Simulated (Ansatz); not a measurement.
KCl built on the rocksalt prototype, relaxed with r2SCAN in Ansatz 0.2.0: the symmetry is Fm-3m (No. 225, cubic); conventional cell a = 6.290 Å, 31.10 Å³ an atom. K is surrounded by 6 Cl at 3.14 Å; Cl is surrounded by 6 K at 3.14 Å. It was then strained (isotropic on every length). Unstrained, HSE06 gives 6.505 eV (Γ, 6×6×6 mesh), and the band edges keep their places in every row. Stress is positive in compression. Calculated for a static, non-magnetic cell.

| strain (%) | ln(V/V₀) | ΔE_g, HSE06 (eV) | Δpressure, r2SCAN (GPa) |
| --- | --- | --- | --- |
| -0.5 | -0.0150 | +0.056 | +0.30 |
| +0.5 | +0.0150 | -0.055 | -0.28 |
| +3.0 | +0.0887 | -0.314 | -1.38 |
| +3.69 | +0.1087 | -0.380 | -1.60 |

(1) Fit ΔE_g = a x + b x² to these rows by least squares, with x = ln(V/V₀).

(2) Fit the change of pressure in the same way.

(3) Predict the withheld row at +2.56 % (x = +0.0758).

## Answers

(1) The normal equations take Σx² = 2.013e-02, Σx³ = 1.982e-03, Σx⁴ = 2.016e-04, ΣxΔE = -7.082e-02 and Σx²ΔE = -6.960e-03, and give a = -3.71 eV, b = +2.0 eV; the largest residual is 0.000 eV. a is the volume deformation potential of this gap.

(2) Δpressure = -19.3 x + (42) x² GPa. So B₀ = 19.3 GPa and B′ ≈ 2 × 42/19.3 = 4.4; two terms over so wide a range bias B₀ by a few per cent and B′ by more; the gap's pressure coefficient at zero is −a/B₀ = +192 meV/GPa, with HSE06's a and r2SCAN's B₀.

(3) ΔE_g ≈ -3.71 × (+0.0758) + (2.0) × (+0.0758)² = -0.270 eV, and Δpressure ≈ -1.22 GPa. The runs give -0.270 eV and -1.21 GPa, off by 0.000 eV and +0.01 GPa.

The meshes of the hybrids are coarse, so their gaps aren't converged to the digits shown.
